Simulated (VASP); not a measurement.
Wanted: the native input for a VASP 6.6.1 run.

* Task: single point
* Functional: PBE
* Potentials or basis: VASP PAW PBE potentials, release 64 (Hf_pv, B)
* Cutoff: 520 eV
* k mesh: 4 × 4 × 4
* Occupations: gaussian, width 0.1 eV
* Spin: no spin polarisation
* Dipole correction: no
* Further INCAR settings: ALGO = Fast; EDIFF = 1e-06; NBANDS = 22

The structure of Hf2B3 lies in POSCAR:

```
Hf2B3
1.0
    4.0025589100      0.0000000000      0.0000000000
    0.0000000000      4.0025589100      0.0000000000
    0.0000000000      0.0000000000      4.0025589100
Hf B
2 3
Direct
    0.0000000000      0.0000000000      0.0000000000
    0.5000000000      0.5000000000      0.5000000000
    0.5000000000      0.0000000000      0.0000000000
    0.0000000000      0.5000000000      0.0000000000
    0.0000000000      0.0000000000      0.5000000000
```

The cell was built by a generator and needn't be a form met in nature.

The cell isn't the ideal one: random cell by space group and Wyckoff sites (Pm-3m, No. 221).

These files were run (other wordings do the same):

INCAR

```
SYSTEM = Hf2B3
  ALGO = Fast
  EDIFF = 1E-6
  ENCUT = 520
  GGA = PE
  ISIF = 2
  ISMEAR = 0
  LASPH = .TRUE.
  LCHARG = .FALSE.
  LREAL = .FALSE.
  LWAVE = .FALSE.
  NBANDS = 22
  NELM = 60
  PREC = Accurate
  SIGMA = 0.1
```

KPOINTS

```
k-points
0
G
  4 4 4
  0 0 0
```

Potentials or basis: VASP PAW PBE potentials, release 64 (Hf_pv, B).

Launch:

```console
$ cat potpaw_PBE.64/Hf_pv/POTCAR potpaw_PBE.64/B/POTCAR > POTCAR
$ mpirun -np 1 vasp_std > vasp.out
```

It gave:

```
Pressure               : 20.0 GPa
Band gap on the k mesh : none (metal or under the smearing width)
```

Caveat: the k mesh is coarse (spacing up to 0.39 Å⁻¹), so the values aren't converged; so large a pressure means that the cell lies far from this level's equilibrium, or that cutoff or potentials fall short.

It took 20 s on 1 thread of Intel(R) Xeon(R) Platinum 8488C (Sapphire Rapids) (shared host), peak memory 0.16 GiB.
